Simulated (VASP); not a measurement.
# GaPH₆: harmonic vibrations of a molecule

GaPH₆, molecule in box, 8 atoms in the cell. PBE, harmonic vibrations; PAW potentials P, Ga_d, H (PBE set).

## Input

INCAR.step1:
```
PREC = Accurate
ENCUT = 300
EDIFF = 1E-8
ISMEAR = 0
SIGMA = 0.01
ISYM = 0
LREAL = F
LASPH = T
NELM = 100
ALGO = Normal
LWAVE = F
LCHARG = F
IBRION = 2
NSW = 60
ISIF = 2
EDIFFG = -0.002
POTIM = 0.5
```

INCAR.step2:
```
PREC = Accurate
ENCUT = 300
EDIFF = 1E-8
ISMEAR = 0
SIGMA = 0.01
ISYM = 0
LREAL = F
LASPH = T
NELM = 100
ALGO = Normal
LWAVE = F
LCHARG = F
IBRION = 5
NFREE = 2
POTIM = 0.015
NSW = 1
```

KPOINTS:
```
k-points
0
Gamma
  1 1 1
```

POSCAR.step1:
```
GaPH6
1.0
   14.0000000000      0.0000000000      0.0000000000
    0.0000000000     12.0000000000      0.0000000000
    0.0000000000      0.0000000000     13.0000000000
P Ga H
1 1 6
Direct
    0.4543250000      0.5036958300      0.4322423100
    0.5450607100      0.4988958300      0.5997807700
    0.3537607100      0.5100708300      0.4343500000
    0.4633178600      0.4138375000      0.3630115400
    0.4715678600      0.5912541700      0.3623192300
    0.5087464300      0.6145625000      0.6418961500
    0.6480964300      0.4921458300      0.5512961500
    0.4982535700      0.3889375000      0.6429115400
```

Commands (each step's output is kept before the next begins):
```
cat potpaw_PBE.64/P/POTCAR potpaw_PBE.64/Ga_d/POTCAR potpaw_PBE.64/H/POTCAR > POTCAR
cp INCAR.step1 INCAR
cp POSCAR.step1 POSCAR
mpirun -np 4 vasp_gam > vasp.out
cp CONTCAR POSCAR
cp INCAR.step2 INCAR
mpirun -np 4 vasp_gam > vasp.out
```

## Result

- Vibrations (cm⁻¹; a negative value is imaginary): 2414, 2414, 2397, 1895, 1890, 1888, 1086, 1085, 967, 725, 724, 666, 496, 494, 211, 207, 185, 125
- Zero-point energy (eV): 1.232
- Translations and rotations, which should read zero (cm⁻¹): -20, -7, -2, 10, 16, 28
- Vibrational entropy at 298 K (meV/K): 0.516
- Displaced cells: 48
- Ionic steps, all stages: 68
- Electronic steps, all stages: 1161

VASP 6.6.1 took 1252 s on 4 cores (Intel Xeon Platinum 8259CL @ 2.50GHz (Skylake/Cascade Lake)), a shared host.
